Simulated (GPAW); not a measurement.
# NiO (Fm-3m) in GPAW: convergence with bands over the usual count

Aim: find how far bands over the usual count must go before the results for NiO settle, at LDA. This setting moves, with any that are tied to it; all else stays.

Everything below comes from runs of GPAW 26.7.0. Logs are shortened: lines on timing, memory, paths and dates and some standing lists are left out, and cuts for length are marked. The log counts tension as positive stress, the text compression.

**1. Starting point**

The structure is cubic, space group Fm-3m (No. 225). Conventional cell: a = 4.183 Å, b = 4.183 Å, c = 4.183 Å, α = 90.00°, β = 90.00°, γ = 90.00°. Ni (site symmetry m-3m) is surrounded by 6 O at 2.09 Å. Around O (site symmetry m-3m) lie 6 Ni at 2.09 Å.

**2. With bands over the usual count 0.72**

The input, run.py:

```python
from ase.dft.bandgap import bandgap
from ase.io import read, write
from ase.units import GPa
from gpaw import GPAW, PW

atoms = read('POSCAR')
atoms.set_initial_magnetic_moments([1.0, 0.0])

calc = GPAW(mode=PW(800),
            xc='LDA',
            kpts={'size': (8, 8, 8), 'gamma': True},
            occupations={'name': 'fermi-dirac', 'width': 0.05},
            nbands=16,
            convergence={'density': 1e-05, 'energy': 1e-05},
            maxiter=100,
            txt='gpaw.txt')
atoms.calc = calc
energy = atoms.get_potential_energy()
forces = atoms.get_forces()
stress = atoms.get_stress()
calc.write('gs.gpw')
write('result.traj', atoms)
print(f'Energy: {energy:.6f} eV')
print('Forces (eV/A):')
print(forces.round(4))
print('Stress (GPa):', (stress / GPa).round(3))
print('Moments:', calc.get_magnetic_moments().round(3))
print('Fermi level:', round(calc.get_fermi_level(), 4), 'eV')
print(f'Gap: {bandgap(calc)[0]:.4f} eV, direct: {bandgap(calc, direct=True)[0]:.4f} eV')
```

The input, POSCAR:

```
NiO
1.0
    0.0000000000      2.0913095100      2.0913095100
    2.0913095100      0.0000000000      2.0913095100
    2.0913095100      2.0913095100      0.0000000000
Ni O
1 1
Direct
    0.0000000000      0.0000000000      0.0000000000
    0.5000000000      0.5000000000      0.5000000000
```

Potentials or basis: the program's PAW data sets (release 1.2.1) made for this functional, pw.

The run is started by

```console
> OMP_NUM_THREADS=1 python run.py
```

gpaw.txt:

```text
__  _  _
 | _ |_)|_||  |
 |__||  | ||/\| - 26.7.0

Input parameters:
  mode=PW(ecut=800.0),
  convergence={'density': 1e-05, 'energy': 1e-05},
  kpts=MonkhorstPack(size=(8, 8, 8), gamma=True),
  maxiter=100,
  nbands=16,
  occupations=Occupations(name='fermi-dirac', width=0.05),
  xc=XC(name='LDA')

Diagonalizing LCAO Hamiltonian
Converting LCAO to pw mode

              O

       Ni

Atoms  # Å, Bohr magnetons
|   | symbol |        x |        y |        z |    initial magnetic moments |
|---|--------|----------|----------|----------|-----------------------------|
| 0 |     Ni | 0.000000 | 0.000000 | 0.000000 | ( 0.0000,  0.0000,  1.0000) |
| 1 |      O | 2.091310 | 2.091310 | 2.091310 | ( 0.0000,  0.0000,  0.0000) |

Unit cell  # Å
| periodic |        x |        y |        z |  lengths |    angles |
|----------|----------|----------|----------|----------|-----------|
|      yes | 0.000000 | 2.091310 | 2.091310 | 2.957558 | 60.000000 |
|      yes | 2.091310 | 0.000000 | 2.091310 | 2.957558 | 60.000000 |
|      yes | 2.091310 | 2.091310 | 0.000000 | 2.957558 | 60.000000 |

Number of symmetries: 48
Symmetry operations  # r_c * U_cc + t_c -> r_c
|    | kind |            matrix            |
|----|------|------------------------------|
|  0 |  σ   |  1, 0, 0,  1, 0,-1,  1,-1, 0 |
|  1 |  C2  |  1, 0, 0,  1,-1, 0,  1, 0,-1 |
|  2 |  E   |  1, 0, 0,  0, 1, 0,  0, 0, 1 |
|  3 |  σ   |  1, 0, 0,  0, 0, 1,  0, 1, 0 |
|  4 |  C4  |  1, 0,-1,  1, 0, 0,  1,-1, 0 |
|  5 |  S6  |  1, 0,-1,  1,-1, 0,  1, 0, 0 |
|  6 |  σ   |  1, 0,-1,  0, 1,-1,  0, 0,-1 |
|  7 |  C3  |  1, 0,-1,  0, 0,-1,  0, 1,-1 |
|  8 |  S6  |  1,-1, 0,  1, 0, 0,  1, 0,-1 |
|  9 |  C4  |  1,-1, 0,  1, 0,-1,  1, 0, 0 |
| 10 |  C3  |  1,-1, 0,  0,-1, 1,  0,-1, 0 |
| 11 |  σ   |  1,-1, 0,  0,-1, 0,  0,-1, 1 |
| 12 |  σ   |  0, 1, 0,  1, 0, 0,  0, 0, 1 |
| 13 |  C4  |  0, 1, 0,  0, 1,-1, -1, 1, 0 |
| 14 |  C3  |  0, 1, 0,  0, 0, 1,  1, 0, 0 |
| 15 |  S6  |  0, 1, 0, -1, 1, 0,  0, 1,-1 |
| 16 |  C2  |  0, 1,-1,  1, 0,-1,  0, 0,-1 |
| 17 |  σ   |  0, 1,-1,  0, 1, 0, -1, 1, 0 |
| 18 |  S4  |  0, 1,-1,  0, 0,-1,  1, 0,-1 |
| 19 |  C4  |  0, 1,-1, -1, 1, 0,  0, 1, 0 |
| 20 |  C3  |  0, 0, 1,  1, 0, 0,  0, 1, 0 |
| 21 |  σ   |  0, 0, 1,  0, 1, 0,  1, 0, 0 |
| 22 |  S6  |  0, 0, 1,  0,-1, 1, -1, 0, 1 |
| 23 |  C4  |  0, 0, 1, -1, 0, 1,  0,-1, 1 |
| 24 |  S4  |  0, 0,-1,  1, 0,-1,  0, 1,-1 |
| 25 |  C3  |  0, 0,-1,  0, 1,-1,  1, 0,-1 |
| 26 |  C2  |  0, 0,-1,  0,-1, 0, -1, 0, 0 |
| 27 |  S6  |  0, 0,-1, -1, 0, 0,  0,-1, 0 |
| 28 |  S4  |  0,-1, 1,  1,-1, 0,  0,-1, 0 |
| 29 |  C4  |  0,-1, 1,  0, 0, 1, -1, 0, 1 |
| 30 |  C2  |  0,-1, 1,  0,-1, 0,  1,-1, 0 |
| 31 |  σ   |  0,-1, 1, -1, 0, 1,  0, 0, 1 |
| 32 |  C3  |  0,-1, 0,  1,-1, 0,  0,-1, 1 |
| 33 |  S6  |  0,-1, 0,  0, 0,-1, -1, 0, 0 |
| 34 |  S4  |  0,-1, 0,  0,-1, 1,  1,-1, 0 |
| 35 |  C2  |  0,-1, 0, -1, 0, 0,  0, 0,-1 |
| 36 |  C2  | -1, 1, 0,  0, 1, 0,  0, 1,-1 |
| 37 |  S6  | -1, 1, 0,  0, 1,-1,  0, 1, 0 |
| 38 |  S4  | -1, 1, 0, -1, 0, 1, -1, 0, 0 |
| 39 |  C3  | -1, 1, 0, -1, 0, 0, -1, 0, 1 |
| 40 |  S6  | -1, 0, 1,  0, 0, 1,  0,-1, 1 |
| 41 |  C2  | -1, 0, 1,  0,-1, 1,  0, 0, 1 |
| 42 |  C3  | -1, 0, 1, -1, 1, 0, -1, 0, 0 |
| 43 |  S4  | -1, 0, 1, -1, 0, 0, -1, 1, 0 |
| 44 |  C2  | -1, 0, 0,  0, 0,-1,  0,-1, 0 |
| 45 |  i   | -1, 0, 0,  0,-1, 0,  0, 0,-1 |
| 46 |  σ   | -1, 0, 0, -1, 1, 0, -1, 0, 1 |
| 47 |  C2  | -1, 0, 0, -1, 0, 1, -1, 1, 0 |

BZ-sampling:
  Number of BZ points: 512
  Number of IBZ points: 29

  Monkhorst-Pack size: [8, 8, 8]
  Monkhorst-Pack shift: [0.0625, 0.0625, 0.0625]

K-points  # in reciprocal-cell coordinates
|     |                                coordinates |     weight |
|-----|--------------------------------------------|------------|
|   0 | (  0.00000000,   0.00000000,   0.00000000) | 0.00195312 |
|   1 | (  0.12500000,   0.12500000,   0.00000000) | 0.01171875 |
|   2 | (  0.12500000,   0.12500000,   0.12500000) | 0.01562500 |
|   3 | (  0.25000000,   0.12500000,   0.12500000) | 0.02343750 |
|   4 | (  0.25000000,   0.25000000,   0.00000000) | 0.01171875 |
|   5 | (  0.25000000,   0.25000000,   0.12500000) | 0.04687500 |
|   6 | (  0.25000000,   0.25000000,   0.25000000) | 0.01562500 |
|   7 | (  0.37500000,   0.25000000,  -0.37500000) | 0.04687500 |
|   8 | (  0.37500000,   0.25000000,   0.12500000) | 0.04687500 |
|   9 | (  0.37500000,   0.25000000,   0.25000000) | 0.04687500 |
| ... |                                            |            |
|  28 | (  0.50000000,   0.50000000,   0.50000000) | 0.00781250 |

Plane wave coefficients: 960
Cutoff: 800.0 eV

Spin-components: 2 (collinear spins)
Bands:           16
Projectors:      11
Spin-degeneracy: 1
Datatype:        complex128

Parallelization:
  kpt:    1
  domain: 1
  band:   1

Density:
  Valence electrons: 22.0
  Components: 2
  Grid points: [20 20 20]
  Charge: 0.0  # |e|

Potential:
  Grid points: [20 20 20]

species:
  Ni:
    name:    Nickel
    Z:       28.0
    valence: 16
    core:    12
    charge:  0.0  # [|e|]
    compensation charges:
      type: gauss
      rc: 0.36  # [Å]
      lmax: 2
    cutoffs:
      filter: 2.14  # [Å]
      core: 1.98  # [Å]
    projectors
    | kind |    occ | energy [eV] | rcut [Å] |
    |------|--------|-------------|----------|
    |   4s |  2.000 |      -5.858 |    1.164 |
    |   3p |  6.000 |     -71.266 |    1.207 |
    |   4p |  0.000 |      -1.338 |    1.207 |
    |   3d |  8.000 |      -9.141 |    1.138 |
    |    s |        |      21.353 |    1.164 |
    |    d |        |      18.071 |    1.138 |

    Using partial waves for Ni as LCAO basis

  O:
    name:    Oxygen
    Z:       8.0
    valence: 6
    core:    2
    charge:  0.0  # [|e|]
    compensation charges:
      type: gauss
      rc: 0.21  # [Å]
      lmax: 2
    cutoffs:
      filter: 1.17  # [Å]
      core: 0.83  # [Å]
    projectors
    | kind |    occ | energy [eV] | rcut [Å] |
    |------|--------|-------------|----------|
    |   2s |  2.000 |     -23.752 |    0.688 |
    |   2p |  4.000 |      -9.195 |    0.598 |
    |    s |        |       3.459 |    0.688 |
    |    p |        |      18.016 |    0.598 |
    |    d |        |       0.000 |    0.619 |

    Using partial waves for O as LCAO basis

Reference energy: -43328.503938  # eV

eigensolver:
  PPCG
  Converge bands: occupied
  niter=2

density mixing:
  MSR1-Mixer
  Pratt-step length: 0.05
  Maximum mixing coefficient: 0.75
  Old densities: 10
  SVD Regularization: 0.005
  Good broyden scale: 1.0
  Trust region scale: 1.0
  Backstep threshold: 4.0
  History deletion threshold: 6.0
  Fourier metric: weight=20.0, sigma=0.015

occupation numbers:
  Fermi-Dirac:
    width: 0.0500  # eV

poisson solver:
  ecut: 6400.0  # eV

xc functional:
  name: None

convergence criteria:
- Maximum integral of absolute [dens]ity change: 1e-05 electrons / valence electron
- Maximum [total energy] change in last 3 cyles: 1e-05 eV / valence electron
- Maximum integral of absolute [eigenst]ate change: 4e-08 eV^2 / valence electron
maximum number of iterations: 100

SCF iterations
|iter     | |      energy | eigst |  dens |  magmom |
|---------|-|-------------|-------|-------|---------|
|iter:   1| |  -15.572711 | +0.46 |       |  +1.0003|
|iter:   2| |  -15.477387 | -1.66 | -1.14 |  +0.9901|
|iter:   3| |  -15.212742 | -1.79 | -1.18 |  +0.8374|
|iter:   4| |  -15.254517 | -2.21 | -1.70 |  +0.7948|
|iter:   5| |  -15.193310 | -2.68 | -1.62 |  +0.7720|
|iter:   6| |  -15.194697 | -4.00 | -2.09 |  +0.7276|
|iter:   7| |  -15.194670 | -5.26 | -2.82 |  +0.7225|
|iter:   8| |  -15.194664c| -5.95 | -3.17 |  +0.7175|
|iter:   9| |  -15.194656c| -7.19 | -3.78 |  +0.7161|
|iter:  10| |  -15.194647c| -7.49c| -4.09 |  +0.7147|
|iter:  11| |  -15.194644c| -7.77c| -4.51 |  +0.7143|
|iter:  12| |  -15.194644c| -7.89c| -4.96 |  +0.7142|
|iter:  13| |  -15.194644c| -8.79c| -5.72c|  +0.7142|

Converged in 13 steps
Energy contributions relative to reference atoms: (reference = -43328.503938)

Energy contributions:
  Kinetic:          17.540892
  Coulomb:         -15.210921
  Zero:              0.214855
  External:          0.000000
  Xc:              -17.733023
  Entropy:          -0.012891
  Spinorbit:         0.000000
  ----------------------------
  Free energy:     -15.201089
  Extrapolated:    -15.194644

dipole moment: (-8.421100, -8.421100, -8.421100)  # |e|*Ang

Total magnetic moment: (0.000000, 0.000000, 0.714226)

Local magnetic moments
|        x |        y |        z |
|----------|----------|----------|
| 0.000000 | 0.000000 | 0.601093 |  # Ni   0
| 0.000000 | 0.000000 | 0.078815 |  # O    1

Fermi level: 7.490
Eigenvalues  # (at kpt = [0.000, 0.000, 0.000])
| band index |      eig [eV] | occ [0-1] |      eig [eV] | occ [0-1] |
|------------|---------------|-----------|---------------|-----------|
|          0 |       -55.898 |     1.000 |       -55.215 |     1.000 |
|        ... |               |           |               |           |
|          4 |         4.276 |     1.000 |         4.468 |     1.000 |
|          5 |         4.276 |     1.000 |         4.468 |     1.000 |
|          6 |         4.276 |     1.000 |         4.468 |     1.000 |
|          7 |         5.458 |     1.000 |         5.871 |     1.000 |
|          8 |         5.458 |     1.000 |         5.871 |     1.000 |
|          9 |         5.458 |     1.000 |         5.871 |     1.000 |
|         10 |         5.462 |     1.000 |         6.266 |     1.000 |
|         11 |         5.462 |     1.000 |         6.266 |     1.000 |
|         12 |         8.941 |     0.000 |         9.084 |     0.000 |
|         13 |        26.306 |     0.000 |        26.452 |     0.000 |
|         14 |        26.306 |     0.000 |        26.452 |     0.000 |
|         15 |        26.306 |     0.000 |        26.452 |     0.000 |

No gap
No difference between direct/indirect transitions

Forces  # eV/Ang
|       x |        y |        z |
|---------|----------|----------|
| 0.00000 | -0.00000 | -0.00000 |  # Ni   0
| 0.00000 |  0.00000 | -0.00000 |  # O    1

Stress tensor  # eV/Ang^3
|        x |         y |         z |
|----------|-----------|-----------|
| 0.106399 |  0.000000 |  0.000000 |
| 0.000000 |  0.106399 | -0.000000 |
| 0.000000 | -0.000000 |  0.106399 |

# Writing to gs.gpw (mode='')
```

It took 19 s on 1 thread of Arm Neoverse V2, shared host; peak memory 0.16 GiB.

What came out:

```
Free energy            : -15.2011 eV
Pressure               : -17.0 GPa
Band gap on the k mesh : none (metal or under the smearing width)
Net moment             : 0.71 μB per cell
Site moments           : Ni +0.60; O +0.08 μB
```

**3. With bands over the usual count 0.8**

Changes to run.py since step 2:

```diff
@@ -12,3 +12,3 @@
             occupations={'name': 'fermi-dirac', 'width': 0.05},
-            nbands=16,
+            nbands=17,
             convergence={'density': 1e-05, 'energy': 1e-05},
```

POSCAR is that of step 2.

Potentials or basis: the program's PAW data sets (release 1.2.1) made for this functional, pw.

The run is started by

```console
> OMP_NUM_THREADS=1 python run.py
```

Wall time 20 s (1 thread of Arm Neoverse V2, shared host); peak memory 0.16 GiB.

It converged, with:

```yaml
Free_energy: -15.2011 eV
Pressure: -17.0 GPa
Band_gap_on_the_k_mesh: none (metal or under the smearing width)
Net_moment: 0.71 μB per cell
Site_moments: Ni +0.60; O +0.08 μB
```

**4. With bands over the usual count 0.9**

Changes to run.py since step 3:

```diff
@@ -12,3 +12,3 @@
             occupations={'name': 'fermi-dirac', 'width': 0.05},
-            nbands=17,
+            nbands=20,
             convergence={'density': 1e-05, 'energy': 1e-05},
```

POSCAR is that of step 3.

The run is started by

```console
> OMP_NUM_THREADS=1 python run.py
```

It took 23 s on 1 thread of Arm Neoverse V2, shared host; peak memory 0.16 GiB.

Results (log left out):

```yaml
Free_energy: -15.2011 eV
Pressure: -17.0 GPa
Band_gap_on_the_k_mesh: none (metal or under the smearing width)
Net_moment: 0.71 μB per cell
Site_moments: Ni +0.60; O +0.08 μB
```

**5. With bands over the usual count 1**

Changes to run.py since step 4:

```diff
@@ -12,3 +12,3 @@
             occupations={'name': 'fermi-dirac', 'width': 0.05},
-            nbands=20,
+            nbands=22,
             convergence={'density': 1e-05, 'energy': 1e-05},
```

POSCAR is that of step 4.

The run is started by

```console
> OMP_NUM_THREADS=1 python run.py
```

It took 25 s on 1 thread of Arm Neoverse V2, shared host; peak memory 0.16 GiB.

Results (log left out):

```yaml
Free_energy: -15.2011 eV
Pressure: -17.0 GPa
Band_gap_on_the_k_mesh: none (metal or under the smearing width)
Net_moment: 0.71 μB per cell
Site_moments: Ni +0.60; O +0.08 μB
```

**6. With bands over the usual count 1.3**

Changes to run.py since step 5:

```diff
@@ -12,3 +12,3 @@
             occupations={'name': 'fermi-dirac', 'width': 0.05},
-            nbands=22,
+            nbands=28,
             convergence={'density': 1e-05, 'energy': 1e-05},
```

POSCAR is that of step 5.

Potentials or basis: the program's PAW data sets (release 1.2.1) made for this functional, pw.

The run is started by

```console
> OMP_NUM_THREADS=1 python run.py
```

Wall time 31 s (1 thread of Arm Neoverse V2, shared host); peak memory 0.17 GiB.

It converged, with:

```
Free energy            : -15.2011 eV
Pressure               : -17.0 GPa
Band gap on the k mesh : none (metal or under the smearing width)
Net moment             : 0.71 μB per cell
Site moments           : Ni +0.60; O +0.08 μB
```

**7. With bands over the usual count 1.7**

Changes to run.py since step 6:

```diff
@@ -12,3 +12,3 @@
             occupations={'name': 'fermi-dirac', 'width': 0.05},
-            nbands=28,
+            nbands=37,
             convergence={'density': 1e-05, 'energy': 1e-05},
```

POSCAR is that of step 6.

The run is started by

```console
> OMP_NUM_THREADS=1 python run.py
```

Run time: 42 s. Hardware: 1 thread of Arm Neoverse V2, shared host; peak memory 0.18 GiB.

The run converged. Its results:

| Quantity | Value |
| --- | --- |
| Free energy | -15.2011 eV |
| Pressure | -17.0 GPa |
| Band gap on the k mesh | none (metal or under the smearing width) |
| Net moment | 0.71 μB per cell |
| Site moments | Ni +0.60; O +0.08 μB |

**8. With bands over the usual count 2.5**

Changes to run.py since step 7:

```diff
@@ -12,3 +12,3 @@
             occupations={'name': 'fermi-dirac', 'width': 0.05},
-            nbands=37,
+            nbands=54,
             convergence={'density': 1e-05, 'energy': 1e-05},
```

POSCAR is that of step 7.

The run is started by

```console
> OMP_NUM_THREADS=1 python run.py
```

Run time: 57 s. Hardware: 1 thread of Arm Neoverse V2, shared host; peak memory 0.19 GiB.

It converged, with:

- Free energy: -15.2011 eV
- Pressure: -17.0 GPa
- Band gap on the k mesh: none (metal or under the smearing width)
- Net moment: 0.71 μB per cell
- Site moments: Ni +0.60; O +0.08 μB

**9. The series at a glance**

| bands over the usual count | energy less the tightest run, at zero smearing (meV/atom) | SCF cycles | CPU time (s) | peak memory (GiB) |
| --- | --- | --- | --- | --- |
| 0.72 | 0.00 | 13 | 19 | 0.16 |
| 0.8 | 0.00 | 13 | 20 | 0.16 |
| 0.9 | 0.00 | 13 | 23 | 0.16 |
| 1 | 0.00 | 13 | 25 | 0.16 |
| 1.3 | 0.00 | 13 | 31 | 0.17 |
| 1.7 | 0.00 | 13 | 42 | 0.18 |
| 2.5 | 0.00 | 12 | 57 | 0.19 |

Against the tightest run, the energy stays within 1 meV/atom from 0.72 on. The tightest run that finished is the yardstick and may itself not be fully converged.

Caveats: the stock nickel data set gives pressures a few GPa off other programs; so large a pressure means that the cell lies far from this level's equilibrium, or that cutoff or potentials fall short; a cell with one magnetic atom can't hold antiferromagnetic order, which such compounds often take; semilocal functionals often make such compounds metallic where correlation or magnetic order opens a gap, which also shifts bond lengths.
